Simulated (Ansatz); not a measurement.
# GaN: the crystal squeezed far

An exercise on one series of results from a longer session: the logs are not shown, and one member is left open.

Computed with Ansatz 0.2.0 (DFT PBE, with the methods named in each step, unless a step's input says otherwise).

## The structure to begin with

Symmetry: Pm-3m, No. 221, cubic system. The conventional cell has a = 2.714 Å, b = 2.714 Å, c = 2.714 Å, α = 90.00°, β = 90.00°, γ = 90.00°. Around Ga (site symmetry m-3m) lie 8 N at 2.35 Å. N (site symmetry m-3m) has 8 Ga at 2.35 Å as nearest neighbours.

Structure file:

```
Ga N
1.0
     2.71442    0.00000    0.00000
     0.00000    2.71442    0.00000
     0.00000    0.00000    2.71442
Ga N
1 1
Direct
  0.00000 0.00000 0.00000
  0.50000 0.50000 0.50000
```

Whether this phase is the stable one at these pressures isn't tested.

Atoms are numbered in the order of the input: Ga1, N2.

Set-up of the first run:

Input file input.yaml:

```yaml
crystal:
  lattice:
    - [2.7144176166, 0.0, 0.0]
    - [0.0, 2.7144176166, 0.0]
    - [0.0, 0.0, 2.7144176166]
  atoms:
    - { symbol: Ga, position: [0.0, 0.0, 0.0] }
    - { symbol: "N", position: [0.5, 0.5, 0.5] }
kpoints:
  mp_grid: { grid: [14, 14, 14] }
scf:
  occupations: { method: fermi_dirac, width: 0.08 }
hamiltonian:
  xc: pbe
  pseudopotentials: { kind: paw }
output:
  forces: true
  stress: true
relax:
  f_tol: 0.005
  max_steps: 40
  cell: {}
```

Launch:

```console
$ ansatz run input.yaml --threads 1 --pin off --max-ram 2048MiB --backend cpu --events-out ev --progress --plain --runs-dir out
```

Steps of the session up to this table: Cell relaxed at zero pressure, PAW; Volume scaled by 1, PAW; Volume scaled by 0.94, PAW; Volume scaled by 0.88, PAW; Volume scaled by 0.8, PAW; Volume scaled by 0.72, PAW; Volume scaled by 0.64, PAW; Volume scaled by 0.55, PAW; Volume scaled by 0.55, PAW (level accurate).

One of the session's tables, all rows but one given; the rest of the session is left out.

| method | volume over the first | volume (Å³/atom) | pressure (GPa) |
| --- | --- | --- | --- |
| PAW | 1 | 10.322 | 0.00 |
| PAW | 0.94 | 9.702 | 10.50 |
| PAW | 0.88 | 9.083 | 25.24 |
| PAW | 0.8 | 8.257 | 54.88 |
| PAW | 0.72 | 7.431 | 102.90 |
| PAW | 0.64 | ? | ? |
| PAW | 0.55 | 5.677 | 343.33 |
| PAW (level accurate) | 0.55 | 5.677 | 343.59 |

Estimate the missing values for PAW, 0.64.

**Answer.** volume (Å³/atom): 6.606; pressure (GPa): 182.85. In the column «volume (Å³/atom)» it lies between PAW (level accurate), 0.55 (5.677) and PAW, 0.72 (7.431).
